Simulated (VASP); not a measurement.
# Te2Mo (P2_1/m) in VASP: single point with PBE

Aim: the single point of Te2Mo with PBE.

Program: VASP 6.6.1. These are calculated values, not measurements. Logs are shortened: lines on timing, memory, paths and dates and some standing lists are left out, and cuts for length are marked.

### Step 1. The crystal as given

It takes space group P2_1/m (No. 11, monoclinic). Conventional cell: a = 6.330 Å, b = 3.469 Å, c = 13.860 Å, α = 90.00°, β = 93.92°, γ = 90.00°. Te (site symmetry m) has 3 Mo at 2.79 to 2.81 Å as nearest neighbours. Around Te (site symmetry m) lie 3 Mo at 2.70 Å. Around Te (site symmetry m) lie 3 Mo at 2.79 to 2.82 Å. Te (site symmetry m) has 3 Mo at 2.70 to 2.71 Å as nearest neighbours. Mo (site symmetry m) has 6 Te at 2.70 to 2.82 Å and 2 Mo at 2.89 Å as nearest neighbours. Mo (site symmetry m) has 6 Te at 2.70 to 2.81 Å and 2 Mo at 2.90 Å as nearest neighbours.

### Step 2. Single point, PBE

The input, INCAR:

```
PREC = Accurate ; ENCUT = 520
EDIFF = 1E-6 ; ISMEAR = 0
SIGMA = 0.015 ; LREAL = False
LASPH = True ; NELM = 60
ALGO = Normal ; ISIF = 2
LWAVE = False ; LCHARG = True
GGA = PE ; LELF = True
LVHAR = True ; NBANDS = 64
```

The input, KPOINTS:

```
Automatic mesh
0
Gamma
  4 8 2
```

The input, POSCAR:

```
Te2Mo
1.0
    6.3300000000      0.0000000000      0.0000000000
    0.0000000000      3.4690000000      0.0000000000
   -0.9467947088      0.0000000000     13.8276237937
Te Mo
8 4
Direct
    0.9437000000      0.7500000000      0.6045000000
    0.0563000000      0.2500000000      0.3955000000
    0.9030000000      0.2500000000      0.8514000000
    0.0970000000      0.7500000000      0.1486000000
    0.4112000000      0.7500000000      0.8955000000
    0.5888000000      0.2500000000      0.1045000000
    0.4432000000      0.2500000000      0.6484000000
    0.5568000000      0.7500000000      0.3516000000
    0.8167000000      0.7500000000      0.9926000000
    0.1833000000      0.2500000000      0.0074000000
    0.6819000000      0.2500000000      0.4934000000
    0.3181000000      0.7500000000      0.5066000000
```

Potentials or basis: VASP PAW PBE potentials, release 64 (Te, Mo_sv).

Command:

```sh
cat potpaw_PBE.64/Te/POTCAR potpaw_PBE.64/Mo_sv/POTCAR > POTCAR
mpirun -np 1 vasp_std > vasp.out
```

OUTCAR:

```text
PREC = Accurate
   ENCUT = 520
   EDIFF = 1E-6
   ISMEAR = 0
   LREAL = False
   LASPH = True
   NELM = 60
   ISIF = 2
   GGA = PE

 ion  position               nearest neighbor table
   1  0.944  0.750  0.605-  11 2.79  11 2.79  12 2.81   2 3.49   2 3.49   7 3.62   7 3.62
   2  0.056  0.250  0.395-  12 2.79  12 2.79  11 2.81   1 3.49   1 3.49   8 3.62   8 3.62
   3  0.903  0.250  0.851-   9 2.70   9 2.70  10 2.70   5 3.65   5 3.65   5 3.67   5 3.67
   4  0.097  0.750  0.149-  10 2.70  10 2.70   9 2.70   6 3.65   6 3.65   6 3.67   6 3.67
   5  0.411  0.750  0.895-  10 2.79  10 2.79   9 2.82   6 3.50   6 3.50   3 3.65   3 3.65   3 3.67
                             3 3.67
   6  0.589  0.250  0.105-   9 2.79   9 2.79  10 2.82   5 3.50   5 3.50   4 3.65   4 3.65   4 3.67
                             4 3.67
   7  0.443  0.250  0.648-  12 2.70  12 2.70  11 2.71   1 3.62   1 3.62
   8  0.557  0.750  0.352-  11 2.70  11 2.70  12 2.71   2 3.62   2 3.62
   9  0.817  0.750  0.993-   3 2.70   3 2.70   4 2.70   6 2.79   6 2.79   5 2.82  10 2.89  10 2.89

  10  0.183  0.250  0.007-   4 2.70   4 2.70   3 2.70   5 2.79   5 2.79   6 2.82   9 2.89   9 2.89

  11  0.682  0.250  0.493-   8 2.70   8 2.70   7 2.71   1 2.79   1 2.79   2 2.81  12 2.90  12 2.90

  12  0.318  0.750  0.507-   7 2.70   7 2.70   8 2.71   2 2.79   2 2.79   1 2.81  11 2.90  11 2.90

  LATTYP: Found a simple monoclinic cell.
 ALAT       =     6.3300000000
 B/A-ratio  =     0.5480252765
 C/A-ratio  =     2.1895734597
 COS(beta)  =    -0.0683113066

  Lattice vectors:

 A1 = (   6.3300000000,   0.0000000000,   0.0000000000)
 A2 = (   0.0000000000,   3.4690000000,   0.0000000000)
 A3 = (  -0.9467947088,   0.0000000000,  13.8276237937)

Analysis of symmetry for initial positions (statically):
=====================================================================
 Subroutine PRICEL returns:
 Original cell was already a primitive cell.

 Routine SETGRP: Setting up the symmetry group for a
 simple monoclinic supercell.

 Subroutine GETGRP returns: Found  4 space group operations
 (whereof  2 operations were pure point group operations)
 out of a pool of  4 trial point group operations.

The static configuration has the point symmetry S_2 .
 The point group associated with its full space group is C_2h.

Analysis of symmetry for dynamics (positions and initial velocities):
=====================================================================
 Subroutine PRICEL returns:
 Original cell was already a primitive cell.

 Routine SETGRP: Setting up the symmetry group for a
 simple monoclinic supercell.

 Subroutine GETGRP returns: Found  4 space group operations
 (whereof  2 operations were pure point group operations)
 out of a pool of  4 trial point group operations.

The dynamic configuration has the point symmetry S_2 .
 The point group associated with its full space group is C_2h.

 Subroutine INISYM returns: Found  4 space group operations
 (whereof  2 operations are pure point group operations),
 and found     1 'primitive' translations

----------------------------------------------------------------------------------------

                                     Primitive cell

  volume of cell :     303.6376

  direct lattice vectors                    reciprocal lattice vectors
     6.330000000  0.000000000  0.000000000     0.157977883  0.000000000  0.010816943
     0.000000000  3.469000000  0.000000000     0.000000000  0.288267512  0.000000000
    -0.946794709  0.000000000 13.827623794     0.000000000  0.000000000  0.072319005

  length of vectors
     6.330000000  3.469000000 13.860000000     0.158347775  0.288267512  0.072319005

  position of ions in fractional coordinates (direct lattice)
     0.943700000  0.750000000  0.604500000
     0.056300000  0.250000000  0.395500000
     0.903000000  0.250000000  0.851400000
     0.097000000  0.750000000  0.148600000
     0.411200000  0.750000000  0.895500000
     0.588800000  0.250000000  0.104500000
     0.443200000  0.250000000  0.648400000
     0.556800000  0.750000000  0.351600000
     0.816700000  0.750000000  0.992600000
     0.183300000  0.250000000  0.007400000
     0.681900000  0.250000000  0.493400000
     0.318100000  0.750000000  0.506600000

  ion indices of the primitive-cell ions
   primitive index   ion index
                 1           1
                 2           2
                 3           3
                 4           4
                 5           5
                 6           6
                 7           7
                 8           8
                 9           9
                10          10
                11          11
                12          12

----------------------------------------------------------------------------------------

 KPOINTS: Automatic mesh

Automatic generation of k-mesh.
 Grid dimensions read from file:
 generate k-points for:    4    8    2

 Generating k-lattice:

  Cartesian coordinates                     Fractional coordinates (reciprocal lattice)
     0.039494471  0.000000000  0.002704236     0.250000000  0.000000000  0.000000000
     0.000000000  0.036033439  0.000000000     0.000000000  0.125000000  0.000000000
     0.000000000  0.000000000  0.036159503     0.000000000  0.000000000  0.500000000

  Length of vectors
     0.039586944  0.036033439  0.036159503

  Shift w.r.t. Gamma in fractional coordinates (k-lattice)
     0.000000000  0.000000000  0.000000000

 Subroutine IBZKPT returns following result:
 ===========================================

 Found     30 irreducible k-points:

 Following reciprocal coordinates:
            Coordinates               Weight
  0.000000  0.000000  0.000000      1.000000
  0.250000  0.000000  0.000000      2.000000
  0.500000  0.000000  0.000000      1.000000
  0.000000  0.125000  0.000000      2.000000
  0.250000  0.125000  0.000000      4.000000
  0.500000  0.125000  0.000000      2.000000
[... 16 lines left out ...]
  0.250000  0.250000  0.500000      4.000000
  0.500000  0.250000  0.500000      2.000000
 [... further k-points ...]
   k-points           NKPTS =     30   k-points in BZ     NKDIM =     30   number of bands    NBANDS=     64
   number of dos      NEDOS =    301   number of ions     NIONS =     12
   total plane-waves  NPLWV = 145152
   dimension x,y,z NGX =    48 NGY =   28 NGZ =  108
   dimension x,y,z NGXF=    96 NGYF=   56 NGZF=  216
   ions per type =               8   4
   NGX,Y,Z   is equivalent  to a cutoff of  12.61, 13.42, 12.95 a.u.
   NGXF,Y,Z  is equivalent  to a cutoff of  25.21, 26.84, 25.91 a.u.
 SYSTEM =  unknown system
   PREC   = accura    normal or accurate (medium, high low for compatibility)
   ISTART =      0    job   : 0-new  1-cont  2-samecut
   ICHARG =      2    charge: 1-file 2-atom 10-const
   ISPIN  =      1    spin polarized calculation?
   LNONCOLLINEAR =      F non collinear calculations
   LSORBIT =      F    spin-orbit coupling
   LASPH  =      T    aspherical Exc in radial PAW
   ENCUT  =  520.0 eV  38.22 Ry    6.18 a.u.  11.77  6.45 25.77*2*pi/ulx,y,z
   NELM   =     60;   NELMIN=  2; NELMDL= -5     # of ELM steps
   EDIFF  = 0.1E-05   stopping-criterion for ELM
   LREAL  =      F    real-space projection
   EDIFFG = 0.1E-04   stopping-criterion for IOM
   NSW    =      0    number of steps for IOM
   IBRION =     -1    ionic relax: 0-MD 1-quasi-New 2-CG
   NFREE  =      0    steps in history (QN), initial steepest desc. (CG)
   ISIF   =      2    stress and relaxation
   ISYM   =      2    0-nonsym 1-usesym 2-fastsym
   POTIM  = 0.5000    time-step for ionic-motion
   TEBEG  =    0.0;   TEEND  =   0.0 temperature during run
   PSTRESS=    0.0 pullay stress
   NELECT =     104.0000    total number of electrons
   NUPDOWN=      -1.0000    fix difference up-down
   EMIN   =  10.00;   EMAX   =-10.00  energy-range for DOS
   EFERMI =   0.00;   METHOD = LEGACY
   ISMEAR =     0;   SIGMA  =   0.01  broadening in eV -4-tet -1-fermi 0-gaus
   EFERMI_NEDOS =   21; number of points for ismear=-14 and -15
   IALGO  =     38    algorithm
   IMIX   =      4    mixing-type and parameters
     AMIX     =   0.40;   BMIX     =  1.00
     AMIX_MAG =   1.60;   BMIX_MAG =  1.00
  volume/ion in A,a.u.               =      25.30       170.75
  Fermi-wavevector in a.u.,A,eV,Ry     =   1.145427  2.164543 17.850885  1.312003
  Thomas-Fermi vector in A             =   2.282115
   LORBIT       =      0    0 simple, 1 ext, 2 COOP (PROOUT), +10 PAW based schemes
   GGA     = PE    functional components
   LHFCALC =     F    Hartree Fock is set to
   AEXX    =    0.0000 exact exchange contribution
   IVDW    =     0    specifies the selected vdW correction
   LEPSILON=     F    determine dielectric tensor
   LRPA    =     F    only Hartree local field effects (RPA)
 non-spin polarized calculation
 Gauss-broadening in eV      SIGMA  =   0.01
  energy-cutoff  :      520.00
  volume of cell :      303.64
 maximum number of plane-waves:      8239
 NGX is ok and might be reduce to    48
   NGX = 23   NGY = 13   NGZ = 51

 number of electron     103.9999999 magnetization

 Free energy of the ion-electron system (eV)
  ---------------------------------------------------
  ext. energy  EPLUGINS =         0.00000000
  ---------------------------------------------------
  free energy    TOTEN  =       -71.78646617 eV

  energy without entropy =      -71.78555427  energy(sigma->0) =      -71.78601022

 E-fermi :   8.2322     XC(G=0): -10.3636

 val. band max:        8.2228213123   @ k =   0.0000   0.0000   0.5000
 cond. band min:       8.2350733631   @ k =   0.0000   0.1250   0.0000
 fundamental gap:      0.0122520509
 Fermi energy:         8.2321694568

 k-point     1 :       0.0000    0.0000    0.0000
  band No.  band energies     occupation
      1     -52.8400      2.00000
      2     -52.8214      2.00000
      3     -52.7830      2.00000
      4     -52.7631      2.00000
      5     -27.0936      2.00000
      6     -27.0805      2.00000
[... 1597 lines left out ...]
     63      10.5393      0.00000
     64      10.6734      0.00000

 [... further k-points ...]

------------------------ aborting loop because EDIFF is reached ----------------------------------------

  FORCE on cell =-STRESS in cart. coord.  units (eV):
  Direction    XX          YY          ZZ          XY          YZ          ZX
  --------------------------------------------------------------------------------------
  -------------------------------------------------------------------------------------
  Total        5.2851936      4.6493542      4.4128853      0.0000000      0.0000000      0.1774856
  in kB       27.8879067     24.5328301     23.2850757      0.0000000      0.0000000      0.9365222
  external PRESSURE =      25.2352708 kB  Pullay stress =       0.0000000 kB

 VOLUME and BASIS-vectors are now :
 -----------------------------------------------------------------------------
  energy-cutoff  :      520.00
  volume of cell :      303.64
      direct lattice vectors                 reciprocal lattice vectors
     6.330000000  0.000000000  0.000000000     0.157977883  0.000000000  0.010816943
     0.000000000  3.469000000  0.000000000     0.000000000  0.288267512  0.000000000
    -0.946794709  0.000000000 13.827623794     0.000000000  0.000000000  0.072319005

 POSITION                                       TOTAL-FORCE (eV/Angst)
 -----------------------------------------------------------------------------------
      5.40128      2.60175      8.35880         0.074996      0.000000      0.061156
     -0.01808      0.86725      5.46883        -0.074996      0.000000     -0.061156
      4.90989      0.86725     11.77284         0.004503      0.000000     -0.160198
      0.47332      2.60175      2.05478        -0.004503     -0.000000      0.160198
      1.75504      2.60175     12.38264         0.042405     -0.000000     -0.020206
      3.62816      0.86725      1.44499        -0.042405      0.000000      0.020206
      2.19155      0.86725      8.96583        -0.014547      0.000000      0.118907
      3.19165      2.60175      4.86179         0.014547      0.000000     -0.118907
      4.22992      2.60175     13.72530         0.076594      0.000000      0.031540
      1.15328      0.86725      0.10232        -0.076594      0.000000     -0.031540
      3.84928      0.86725      6.82255        -0.138962      0.000000      0.030646
      1.53393      2.60175      7.00507         0.138962      0.000000     -0.030646
 -----------------------------------------------------------------------------------
    total drift:                               -0.000000      0.000000     -0.000000

  FREE ENERGIE OF THE ION-ELECTRON SYSTEM (eV)
  ---------------------------------------------------
  free  energy   TOTEN  =       -71.7864661661 eV

  energy  without entropy=      -71.7855542740  energy(sigma->0) =      -71.78601022
```

Wall time 14 min (1 thread of Intel Xeon Platinum 8259CL at 2.50GHz (Skylake/Cascade Lake), shared host); peak memory 0.64 GiB.

What came out:

- Free energy: -71.7865 eV
- Pressure: 2.5 GPa
- Largest force: 0.160 eV/Å
- Band gap on the k mesh: none (metal or under the smearing width)

Forces on the atoms (eV/Å):
```
Te   0.075  0.000  0.061
Te  -0.075  0.000 -0.061
Te   0.005  0.000 -0.160
Te  -0.005  0.000  0.160
Te   0.042  0.000 -0.020
Te  -0.042  0.000  0.020
Te  -0.015  0.000  0.119
Te   0.015  0.000 -0.119
Mo   0.077  0.000  0.032
Mo  -0.077  0.000 -0.032
Mo  -0.139  0.000  0.031
Mo   0.139  0.000 -0.031
```

Stress tensor (GPa, compression positive):
```
2.79 0.00 0.09
0.00 2.45 0.00
0.09 0.00 2.33
```
